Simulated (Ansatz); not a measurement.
A trial structure of BAs was built thus: 4-connected net, two elements alternating (P4_12_12, No. 92). Its size is a rough estimate.

```
B As
1.0
     5.60478    0.00000    0.00000
     0.00000    5.60478    0.00000
     0.00000    0.00000    3.05972
B As
4 4
Direct
  0.66924 0.66924 0.50000
  0.16924 0.83076 0.25000
  0.33076 0.33076 0.00000
  0.83076 0.16924 0.75000
  0.83076 0.83076 0.00000
  0.33076 0.66924 0.75000
  0.16924 0.16924 0.50000
  0.66924 0.33076 0.25000
```

The calculation used DFT PBE, scalar-relativistic, plane waves, PAW (Ansatz 0.2.0). Cutoff 420 eV, Gaussian smearing, Γ-centred meshes. Cell and atoms relax first on a coarse mesh and then on a finer one. In between, the cell is made exact in the group found at 0.06 Å. In metals the finer mesh still leaves noise of several meV/atom or more. The steps can't lower the symmetry of their start. No spin polarisation.

A guess keeps its type if space group and coordination stay and the shape of the cell changes little (axis ratios within about 15 %, angles within 6°); the volume may change.

Q: Does it keep its structure type, or change into something else?

A: It keeps its type. The symmetry stays P4_12_12 (No. 92). The volume per atom grows by 16.3 %, from 12.0 to 14.0 Å³. The shortest distance goes from 1.99 Å (B–As) to 2.08 Å (B–As). The ratio c/a of the conventional cell changes by a factor of 1.04. Counting neighbours within 15 % of an atom's shortest distance, the start has As 4, B 4 and the end As 4, B 4.

The last run used a 6×6×12 mesh (in the run's order of axes) for its 8-atom cell and Gaussian smearing of 0.10 eV. Symmetry constrained the relaxation, so the result can be a saddle point. Another cell of BAs relaxed alike, in Pmmn, lies 290 meV/atom lower, so this cell isn't the stable form at this level.
